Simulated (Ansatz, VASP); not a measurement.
## One calculation of Si, two programs

```xyz
4
Lattice="3.8472 0.0000 0.0000 -1.9236 3.3318 0.0000 0.0000 0.0000 18.4447" Properties=species:S:1:pos:R:3 pbc="T T T"
Si    0.0000    2.2212    4.9723
Si    1.9236    1.1106    4.5000
Si   -1.2824    2.9616   10.1447
Si    0.6412    1.8510    9.6723
```

Alike in both runs: task single point; functional PBE; dispersion D3(BJ); k mesh 9 × 9 × 1; occupations gaussian, width 0.1 eV; no spin polarisation.

```csv
,VASP,Ansatz
version,VASP 6.6.1,Ansatz 0.2.0
potentials or method,"VASP PAW PBE potentials, release 64 (Si)","scalar-relativistic, plane waves, PAW"
plane-wave cutoff (eV),520,420
valence electrons in the cell,16,16
```

Ansatz gave:

- gap on the k mesh at the Fermi level (eV): 0.08
- least direct gap on the mesh (eV): 0.08
- rms of the force components (eV/Å): 0.039

**Question.** Which values does VASP return?

**Answer.** gap on the k mesh at the Fermi level (eV): 0.08; least direct gap on the mesh (eV): 0.08; rms of the force components (eV/Å): 0.037.

Atom by atom the forces differ by 0.003 eV/Å (rms over components).
